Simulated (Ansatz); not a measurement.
# Calculated records

## Quasiparticle gap of CdTe (F-43m)

The structure is cubic, space group F-43m (No. 216). The conventional cell has a = 6.480 Å, b = 6.480 Å, c = 6.480 Å, α = 90.00°, β = 90.00°, γ = 90.00°. Nearest to Cd lie 4 Te at 2.81 Å. Nearest to Te lie 4 Cd at 2.81 Å. Farther neighbours and most contacts between anions are not listed.

```xyz
2
Lattice="0.0000 3.2400 3.2400 3.2400 0.0000 3.2400 3.2400 3.2400 0.0000" Properties=species:S:1:pos:R:3 pbc="T T T"
Cd    0.0000    0.0000    0.0000
Te    1.6200    1.6200    1.6200
```

```yaml
method: G0W0 on HSE06, plane waves, PAW (and 1 further level or step)
program: Ansatz 0.2.0
settings_of_one_run: cutoff 640 eV, 6×6×6 k-mesh, {"kind": "paw", "source": "ansatz"}, empty bands 610, screening cutoff 250 eV, screening contour deformation, QP bands (v2, c2), PAW set ansatz
cost: 2 runs, 2.3 min in all on 1 × NVIDIA H100 80GB HBM3 (shared by 6 runs) with 3 threads of AMD EPYC 7R13 (Zen 3), shared host (the runs of this entry)
notes: In doubt: masses and optical values from hybrid runs of this build are listed as unsure (in some of the runs), which bears on the screening that GW takes from such a start. The cell and positions come from the Crystallography Open Database and are kept as given unless a step says otherwise. Limits: no spin-orbit coupling. Bands and cutoff are finite, so the gap is not at the basis limit. The miss can reach some tenths of an eV and take either sign; the mesh is an error of its own. The calculation has static nuclei and no excitons; a measured gap holds zero-point and thermal motion, which mostly lowers it. With atoms this heavy the missing spin-orbit coupling can matter too.
hse06_gap: 1.65 eV, direct
g0w0_gap_on_the_mesh: 1.95 eV, from k = Γ to k = Γ
gw_settings: 6×6×6 mesh, 610 empty bands, screening to 250 eV, hard PAW files
known_limits: not at the basis limit; no spin-orbit coupling
```

G0W0 changes the gap by +0.32 eV, from 1.63 eV to 1.95 eV on the mesh: the valence edge shifts by −0.51 eV and the conduction edge by −0.19 eV on the run's own scale. Z is 0.79 and 0.81 at the edges, as usual for well-defined quasiparticles.

[Paths, hosts, dates, memory and timing lines, banners, echoed tables and standing remarks are left out of the program output.]

[Logs are printed without paths, hosts, clocks, repeated set-up lines and the standing remarks that a program may print on its own settings, such as how far it seeks lower states.]

[Runs of the session that timed out or met a known fault of the program may be left out.]

[Cells called generated may have been cut or substituted from an entry of the Crystallography Open Database or the Materials Project.]

[Hosts, paths, dates, database ids (printed as entryN), source tags and the programs' standing remarks are cut or masked in the printed files.]
